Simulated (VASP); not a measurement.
# Si (Fd-3m) in VASP: further runs

The runs below take Si through band structure, Born charges and dielectric tensor, with PBE.

All numbers are computed with VASP 6.6.1; they aren't measurements. Logs are shortened: lines on timing, memory, paths and dates and some standing lists are left out, and cuts for length are marked.

## (1) The structure

The structure is cubic, space group Fd-3m (No. 227). The conventional cell has a = 5.480 Å, b = 5.480 Å, c = 5.480 Å, α = 90.00°, β = 90.00°, γ = 90.00°. Si (site symmetry -43m) is surrounded by 4 Si at 2.37 Å.

## (2) Band structure, PBE

The input, INCAR:

```
SYSTEM = Si
ALGO = Normal ; EDIFF = 1E-7
ENCUT = 520 ; GGA = PE
ISIF = 2 ; ISMEAR = 0
LASPH = .TRUE. ; LCHARG = .FALSE.
LREAL = .FALSE. ; LWAVE = .FALSE.
NBANDS = 11 ; NELM = 60
PREC = Accurate ; SIGMA = 0.02
```

The input, KPOINTS:

```
k-points
0
G
  4 4 4
  0 0 0
```

The input, POSCAR:

```
Si                                      
1.0
    0.0000000000      2.7400657672      2.7400657672
    2.7400657672      0.0000000000      2.7400657672
    2.7400657672      2.7400657672      0.0000000000
  Si            
     2
Direct
     0.7500000000000000    0.7500000000000000    0.7500000000000000
     0.5000000000000000    0.5000000000000000    0.5000000000000000
```

The input, KPOINTS_OPT:

```
path GXWKGLUWLK,UX
10
line-mode
reciprocal
 0.0000000000  0.0000000000  0.0000000000  G
 0.5000000000  0.0000000000  0.5000000000  X

 0.5000000000  0.0000000000  0.5000000000  X
 0.5000000000  0.2500000000  0.7500000000  W

 0.5000000000  0.2500000000  0.7500000000  W
 0.3750000000  0.3750000000  0.7500000000  K

 0.3750000000  0.3750000000  0.7500000000  K
 0.0000000000  0.0000000000  0.0000000000  G

 0.0000000000  0.0000000000  0.0000000000  G
 0.5000000000  0.5000000000  0.5000000000  L

 0.5000000000  0.5000000000  0.5000000000  L
 0.6250000000  0.2500000000  0.6250000000  U

 0.6250000000  0.2500000000  0.6250000000  U
 0.5000000000  0.2500000000  0.7500000000  W

 0.5000000000  0.2500000000  0.7500000000  W
 0.5000000000  0.5000000000  0.5000000000  L

 0.5000000000  0.5000000000  0.5000000000  L
 0.3750000000  0.3750000000  0.7500000000  K

 0.6250000000  0.2500000000  0.6250000000  U
 0.5000000000  0.0000000000  0.5000000000  X
```

Potentials or basis: VASP PAW PBE potentials, release 64 (Si).

Launch:

```bash
> cat potpaw_PBE.64/Si/POTCAR > POTCAR
> mpirun -np 1 vasp_std > vasp.out
```

OUTCAR:

```text
SYSTEM = Si
   EDIFF = 1E-7
   ENCUT = 520
   GGA = PE
   ISIF = 2
   ISMEAR = 0
   LASPH = .TRUE.
   LREAL = .FALSE.
   NELM = 60
   PREC = Accurate

 ion  position               nearest neighbor table
   1  0.750  0.750  0.750-   2 2.37   2 2.37   2 2.37   2 2.37
   2  0.500  0.500  0.500-   1 2.37   1 2.37   1 2.37   1 2.37

  LATTYP: Found a face centered cubic cell.
 ALAT       =     5.4801315344

  Lattice vectors:

 A1 = (   0.0000000000,   2.7400657672,   2.7400657672)
 A2 = (   2.7400657672,   0.0000000000,   2.7400657672)
 A3 = (   2.7400657672,   2.7400657672,   0.0000000000)

Analysis of symmetry for initial positions (statically):
=====================================================================
 Subroutine PRICEL returns:
 Original cell was already a primitive cell.

 Routine SETGRP: Setting up the symmetry group for a
 face centered cubic supercell.

 Subroutine GETGRP returns: Found 48 space group operations
 (whereof 24 operations were pure point group operations)
 out of a pool of 48 trial point group operations.

The static configuration has the point symmetry T_d .
 The point group associated with its full space group is O_h .

Analysis of symmetry for dynamics (positions and initial velocities):
=====================================================================
 Subroutine PRICEL returns:
 Original cell was already a primitive cell.

 Routine SETGRP: Setting up the symmetry group for a
 face centered cubic supercell.

 Subroutine GETGRP returns: Found 48 space group operations
 (whereof 24 operations were pure point group operations)
 out of a pool of 48 trial point group operations.

The dynamic configuration has the point symmetry T_d .
 The point group associated with its full space group is O_h .

 Subroutine INISYM returns: Found 48 space group operations
 (whereof 24 operations are pure point group operations),
 and found     1 'primitive' translations

----------------------------------------------------------------------------------------

                                     Primitive cell

  volume of cell :      41.1446

  direct lattice vectors                    reciprocal lattice vectors
     0.000000000  2.740065767  2.740065767    -0.182477372  0.182477372  0.182477372
     2.740065767  0.000000000  2.740065767     0.182477372 -0.182477372  0.182477372
     2.740065767  2.740065767  0.000000000     0.182477372  0.182477372 -0.182477372

  length of vectors
     3.875038170  3.875038170  3.875038170     0.316060079  0.316060079  0.316060079

  position of ions in fractional coordinates (direct lattice)
     0.750000000  0.750000000  0.750000000
     0.500000000  0.500000000  0.500000000
[... 72 lines left out ...]
   NUPDOWN=      -1.0000    fix difference up-down
   EMIN   =  10.00;   EMAX   =-10.00  energy-range for DOS
   EFERMI =   0.00;   METHOD = LEGACY
   ISMEAR =     0;   SIGMA  =   0.02  broadening in eV -4-tet -1-fermi 0-gaus
   EFERMI_NEDOS =   21; number of points for ismear=-14 and -15
   IALGO  =     38    algorithm
   IMIX   =      4    mixing-type and parameters
     AMIX     =   0.40;   BMIX     =  1.00
     AMIX_MAG =   1.60;   BMIX_MAG =  1.00
  volume/ion in A,a.u.               =      20.57       138.83
  Fermi-wavevector in a.u.,A,eV,Ry     =   0.948420  1.792253 12.238436  0.899500
  Thomas-Fermi vector in A             =   2.076606
   LORBIT       =      0    0 simple, 1 ext, 2 COOP (PROOUT), +10 PAW based schemes
   GGA     = PE    functional components
   LHFCALC =     F    Hartree Fock is set to
   AEXX    =    0.0000 exact exchange contribution
   IVDW    =     0    specifies the selected vdW correction
   LEPSILON=     F    determine dielectric tensor
   LRPA    =     F    only Hartree local field effects (RPA)
 non-spin polarized calculation
 Gauss-broadening in eV      SIGMA  =   0.02
  energy-cutoff  :      520.00
  volume of cell :       41.14
 maximum number of plane-waves:      1124
 NGX is ok and might be reduce to    30
   NGX = 15   NGY = 15   NGZ = 15

 number of electron       8.0000001 magnetization

 Free energy of the ion-electron system (eV)
  ---------------------------------------------------
  ext. energy  EPLUGINS =         0.00000000
  ---------------------------------------------------
  free energy    TOTEN  =       -10.66564587 eV

  energy without entropy =      -10.66564587  energy(sigma->0) =      -10.66564587

 E-fermi :   5.6840     XC(G=0):  -9.2760

 val. band max:        5.5976051333   @ k =   0.0000   0.0000   0.0000
 cond. band min:       6.3445124654   @ k =   0.5000   0.5000   0.0000
 fundamental gap:      0.7469073321
 Fermi energy:         5.6839902622

 k-point     1 :       0.0000    0.0000    0.0000
  band No.  band energies     occupation
      1      -6.1830      2.00000
      2       5.5976      2.00000
      3       5.5976      2.00000
      4       5.5976      2.00000
      5       8.1339      0.00000
      6       8.1339      0.00000
      7       8.1339      0.00000
      8       8.6641      0.00000
      9      13.2814      0.00000
     10      13.2814      0.00000
     11      13.4513      0.00000
[... 85 lines left out ...]
 k-point     8 :      -0.2500    0.5000    0.2500
  band No.  band energies     occupation
      1      -1.9810      2.00000
      2      -1.9810      2.00000
      3       1.8496      2.00000
      4       1.8496      2.00000
      5       9.8580      0.00000
      6       9.8580      0.00000
      7      10.4932      0.00000
      8      10.4932      0.00000
      9      16.0054      0.00000
     10      16.0054      0.00000
     11      18.4076      0.00000

------------------------ aborting loop because EDIFF is reached ----------------------------------------

  FORCE on cell =-STRESS in cart. coord.  units (eV):
  Direction    XX          YY          ZZ          XY          YZ          ZX
  --------------------------------------------------------------------------------------
  -------------------------------------------------------------------------------------
  Total        0.0007344      0.0007344      0.0007344      0.0000000      0.0000000      0.0000000
  in kB        0.0285979      0.0285979      0.0285979      0.0000000      0.0000000      0.0000000
  external PRESSURE =       0.0285979 kB  Pullay stress =       0.0000000 kB

 VOLUME and BASIS-vectors are now :
 -----------------------------------------------------------------------------
  energy-cutoff  :      520.00
  volume of cell :       41.14
      direct lattice vectors                 reciprocal lattice vectors
     0.000000000  2.740065767  2.740065767    -0.182477372  0.182477372  0.182477372
     2.740065767  0.000000000  2.740065767     0.182477372 -0.182477372  0.182477372
     2.740065767  2.740065767  0.000000000     0.182477372  0.182477372 -0.182477372

 POSITION                                       TOTAL-FORCE (eV/Angst)
 -----------------------------------------------------------------------------------
      4.11010      4.11010      4.11010        -0.000000     -0.000000      0.000000
      2.74007      2.74007      2.74007         0.000000      0.000000      0.000000
 -----------------------------------------------------------------------------------
    total drift:                                0.000000     -0.000000     -0.000000

  FREE ENERGIE OF THE ION-ELECTRON SYSTEM (eV)
  ---------------------------------------------------
  free  energy   TOTEN  =       -10.6656458733 eV

  energy  without entropy=      -10.6656458733  energy(sigma->0) =      -10.66564587
```

OSZICAR:

```text
N       E                     dE             d eps       ncg     rms          rms(c)
DAV:   1     0.118756547841E+02    0.11876E+02   -0.34749E+03   176   0.608E+02
DAV:   2    -0.101854005839E+02   -0.22061E+02   -0.21638E+02   240   0.928E+01
DAV:   3    -0.108459646550E+02   -0.66056E+00   -0.65879E+00   237   0.141E+01
DAV:   4    -0.108513768241E+02   -0.54122E-02   -0.54114E-02   219   0.163E+00
DAV:   5    -0.108514347543E+02   -0.57930E-04   -0.57927E-04   228   0.158E-01    0.480E+00
DAV:   6    -0.107229307099E+02    0.12850E+00   -0.68856E-02   200   0.110E+00    0.293E+00
DAV:   7    -0.106635342302E+02    0.59396E-01   -0.13816E-01   191   0.168E+00    0.176E-01
DAV:   8    -0.106653305462E+02   -0.17963E-02   -0.65160E-03   194   0.433E-01    0.819E-02
DAV:   9    -0.106656133110E+02   -0.28276E-03   -0.26543E-04   225   0.965E-02    0.589E-02
DAV:  10    -0.106656447269E+02   -0.31416E-04   -0.28138E-05   205   0.306E-02    0.605E-03
[... 82 further cycles ...]
DAV:   4     0.106147974736E+02   -0.20645E-01      237
DAV:   5     0.106146263250E+02   -0.17115E-03      242
DAV:   6     0.106146248357E+02   -0.14893E-05      245
DAV:   7     0.106146248218E+02   -0.13830E-07      239
       N       E                     dE             ncg
DAV:   1     0.129801349819E+04   -0.10342E+04       88
DAV:   2     0.122509962621E+04   -0.72914E+02      106
DAV:   3     0.122347516569E+04   -0.16245E+01      144
DAV:   4     0.122346980940E+04   -0.53563E-02      116
DAV:   5     0.122346977104E+04   -0.38366E-04      149
DAV:   6     0.122346977104E+04   -0.17897E-08      124
```

Wall time 24 s (1 thread of AMD EPYC 7R13 (Zen 3), shared host); peak memory 0.12 GiB.

Results:

- Free energy: -10.6656 eV
- Pressure: 0.0 GPa
- Band gap on the k mesh: 0.75 eV, indirect (least direct gap 2.54 eV)
- Band gap along the path: 0.62 eV, indirect (least direct gap 2.54 eV)

Levels at the corners of the path, in eV from the valence-band top:
```tsv
point	band 1	band 2	band 3	band 4	band 5	band 6	band 7	band 8	band 9
Γ	-11.78	0.00	0.00	0.00	2.54	2.54	2.54	3.07	7.68
X	-7.73	-7.73	-2.79	-2.79	0.75	0.75	9.88	9.88	10.88
X	-7.73	-7.73	-2.79	-2.79	0.75	0.75	9.88	9.88	10.88
W	-7.58	-7.58	-3.75	-3.75	4.26	4.26	4.90	4.90	10.41
W	-7.58	-7.58	-3.75	-3.75	4.26	4.26	4.90	4.90	10.41
K	-8.15	-7.15	-4.19	-2.37	1.23	4.10	7.34	7.88	8.03
K	-8.15	-7.15	-4.19	-2.37	1.23	4.10	7.34	7.88	8.03
Γ	-11.78	0.00	0.00	0.00	2.54	2.54	2.54	3.07	7.68
Γ	-11.78	0.00	0.00	0.00	2.54	2.54	2.54	3.07	7.68
L	-9.51	-6.85	-1.18	-1.18	1.44	3.33	3.33	7.68	10.46
L	-9.51	-6.85	-1.18	-1.18	1.44	3.33	3.33	7.68	10.46
U	-8.15	-7.15	-4.19	-2.37	1.23	4.10	7.34	7.88	8.03
U	-8.15	-7.15	-4.19	-2.37	1.23	4.10	7.34	7.88	8.03
W	-7.58	-7.58	-3.75	-3.75	4.26	4.26	4.90	4.90	10.41
W	-7.58	-7.58	-3.75	-3.75	4.26	4.26	4.90	4.90	10.41
L	-9.51	-6.85	-1.18	-1.18	1.44	3.33	3.33	7.68	10.46
L	-9.51	-6.85	-1.18	-1.18	1.44	3.33	3.33	7.68	10.46
K	-8.15	-7.15	-4.19	-2.37	1.23	4.10	7.34	7.88	8.03
U	-8.15	-7.15	-4.19	-2.37	1.23	4.10	7.34	7.88	8.03
X	-7.73	-7.73	-2.79	-2.79	0.75	0.75	9.88	9.88	10.88
```

Caveat: the k mesh is coarse (spacing up to 0.50 Å⁻¹), so the values aren't converged; the mesh misses the band edges, which the band path finds closer together.

## (3) Born charges and dielectric tensor, PBE

The input, INCAR:

```
SYSTEM = Si
PREC = Accurate
ENCUT = 520
EDIFF = 1E-8
ISMEAR = 0
SIGMA = 0.02
LREAL = .False.
LASPH = .True.
NELM = 60
ALGO = Normal
ISIF = 2
LWAVE = .False.
LCHARG = .False.
GGA = PE
LEPSILON = .True.
IBRION = 8
NSW = 1
```

The input, KPOINTS:

```
Automatic mesh
0
Gamma
  4 4 4
  0 0 0
```

POSCAR is that of step 2.

Potentials or basis: VASP PAW PBE potentials, release 64 (Si).

Launch:

```bash
> cat potpaw_PBE.64/Si/POTCAR > POTCAR
> mpirun -np 1 vasp_std > vasp.out
```

OUTCAR:

```text
SYSTEM = Si
   PREC = Accurate
   ENCUT = 520
   EDIFF = 1E-8
   ISMEAR = 0
   LREAL = .False.
   LASPH = .True.
   NELM = 60
   ISIF = 2
   GGA = PE
   LEPSILON = .True.
   IBRION = 8
   NSW = 1

 ion  position               nearest neighbor table
   1  0.750  0.750  0.750-   2 2.37   2 2.37   2 2.37   2 2.37
   2  0.500  0.500  0.500-   1 2.37   1 2.37   1 2.37   1 2.37

  LATTYP: Found a face centered cubic cell.
 ALAT       =     5.4801315344

  Lattice vectors:

 A1 = (   0.0000000000,   2.7400657672,   2.7400657672)
 A2 = (   2.7400657672,   0.0000000000,   2.7400657672)
 A3 = (   2.7400657672,   2.7400657672,   0.0000000000)

Analysis of symmetry for initial positions (statically):
=====================================================================
 Subroutine PRICEL returns:
 Original cell was already a primitive cell.

 Routine SETGRP: Setting up the symmetry group for a
 face centered cubic supercell.

 Subroutine GETGRP returns: Found 48 space group operations
 (whereof 24 operations were pure point group operations)
 out of a pool of 48 trial point group operations.

The static configuration has the point symmetry T_d .
 The point group associated with its full space group is O_h .

Analysis of symmetry for dynamics (positions and initial velocities):
=====================================================================
 Subroutine PRICEL returns:
 Original cell was already a primitive cell.

[... 326 lines left out ...]
  z    -0.00000     0.00000     0.00000     0.00000     0.00000     0.00000

 PIEZOELECTRIC TENSOR (including local field effects)  for field in x, y, z        (C/m^2)
          XX          YY          ZZ          XY          YZ          ZX
  --------------------------------------------------------------------------------
  x     0.00000     0.00000    -0.00000     0.00000     0.00000     0.00000
  y     0.00000     0.00000    -0.00000     0.00000     0.00000     0.00000
  z    -0.00000     0.00000     0.00000     0.00000     0.00000     0.00000

 BORN EFFECTIVE CHARGES (including local field effects) (in |e|, cummulative output)
 ---------------------------------------------------------------------------------
 ion    1
    1    -0.00000    -0.00000     0.00000
    2     0.00000    -0.00000     0.00000
    3     0.00000     0.00000    -0.00000
 ion    2
    1     0.00000     0.00000    -0.00000
    2    -0.00000     0.00000    -0.00000
    3     0.00000     0.00000     0.00000

 INTERNAL STRAIN TENSOR FOR ION    2 for displacements in x,y,z  (eV/Angst):
          X           Y           Z          XY          YZ          ZX
  --------------------------------------------------------------------------------
  x    -0.00000     0.00000     0.00000     0.00000     8.19646    -0.00000
  y    -0.00000    -0.00000    -0.00000     0.00000     0.00000     8.19646
  z     0.00000     0.00000    -0.00000     8.19646    -0.00000     0.00000

 SECOND DERIVATIVES (NOT SYMMETRIZED)
 ------------------------------------
               1X          1Y          1Z          2X          2Y          2Z
  1X   -13.397614    0.000000    0.000000   13.397614    0.000000    0.000000
  1Y     0.000000  -13.397614    0.000000    0.000000   13.397614    0.000000
  1Z     0.000000    0.000000  -13.397614    0.000000    0.000000   13.397614
  2X    13.397614    0.000000    0.000000  -13.397614    0.000000    0.000000
  2Y     0.000000   13.397614    0.000000    0.000000  -13.397614    0.000000
  2Z     0.000000    0.000000   13.397614    0.000000    0.000000  -13.397614

 Eigenvectors and eigenvalues of the dynamical matrix
 ----------------------------------------------------

   1 f  =   15.270113 THz    95.944948 2PiTHz  509.356135 cm-1    63.152084 meV
             X         Y         Z           dx          dy          dz
      4.110099  4.110099  4.110099     0.000000   -0.707107    0.000000
      2.740066  2.740066  2.740066     0.000000    0.707107    0.000000
[... 21 lines left out ...]
   6 f  =    0.000000 THz     0.000000 2PiTHz    0.000000 cm-1     0.000000 meV
             X         Y         Z           dx          dy          dz
      4.110099  4.110099  4.110099     0.000000    0.000000    0.707107
      2.740066  2.740066  2.740066     0.000000    0.000000    0.707107

--------------------------------------------------------------------------------------------------------

 MACROSCOPIC STATIC DIELECTRIC TENSOR IONIC CONTRIBUTION
 ------------------------------------------------------
           0.000000     0.000000    -0.000000
           0.000000     0.000000    -0.000000
          -0.000000    -0.000000     0.000000
 ------------------------------------------------------

 ELASTIC MODULI CONTR FROM IONIC RELAXATION (kBar)
 Direction    XX          YY          ZZ          XY          YZ          ZX
 --------------------------------------------------------------------------------
 XX          -0.0000     -0.0000      0.0000     -0.0000      0.0000      0.0000
 YY          -0.0000     -0.0000     -0.0000     -0.0000     -0.0000      0.0000
 ZZ           0.0000     -0.0000     -0.0000      0.0000     -0.0000      0.0000
 XY          -0.0000     -0.0000      0.0000   -195.2643      0.0000      0.0000
 YZ           0.0000     -0.0000     -0.0000      0.0000   -195.2643      0.0000
 ZX           0.0000      0.0000      0.0000      0.0000      0.0000   -195.2643
 --------------------------------------------------------------------------------

 PIEZOELECTRIC TENSOR IONIC CONTR  for field in x, y, z        (C/m^2)
          XX          YY          ZZ          XY          YZ          ZX
  --------------------------------------------------------------------------------
  x    -0.00000     0.00000     0.00000    -0.00000     0.00000     0.00000
  y    -0.00000    -0.00000    -0.00000    -0.00000    -0.00000     0.00000
  z     0.00000     0.00000    -0.00000     0.00000    -0.00000    -0.00000
```

Wall time 48 s (1 thread of AMD EPYC 7R13 (Zen 3), shared host); peak memory 0.14 GiB.

What came out:

- Band gap on the k mesh: 0.75 eV, indirect (least direct gap 2.54 eV)
- Electronic dielectric tensor (diagonal): 23.96
- Born charges (mean of the diagonal): Si +0.00 e
- Highest phonon frequency at Γ: 509 cm⁻¹

Phonon frequencies in cm⁻¹ (negative: imaginary):
| q point | frequencies |
| --- | --- |
| (0.000, 0.000, 0.000) | 0 0 0 509 509 509 |

Electronic dielectric tensor:
```
23.96  0.00  0.00
 0.00 23.96  0.00
 0.00  0.00 23.96
```

Born effective charge tensors (e):
atom 1, Si
```
0.00 0.00 0.00
0.00 0.00 0.00
0.00 0.00 0.00
```
atom 2, Si
```
0.00 0.00 0.00
0.00 0.00 0.00
0.00 0.00 0.00
```

Caveat: the k mesh is coarse (spacing up to 0.50 Å⁻¹), so the values aren't converged.
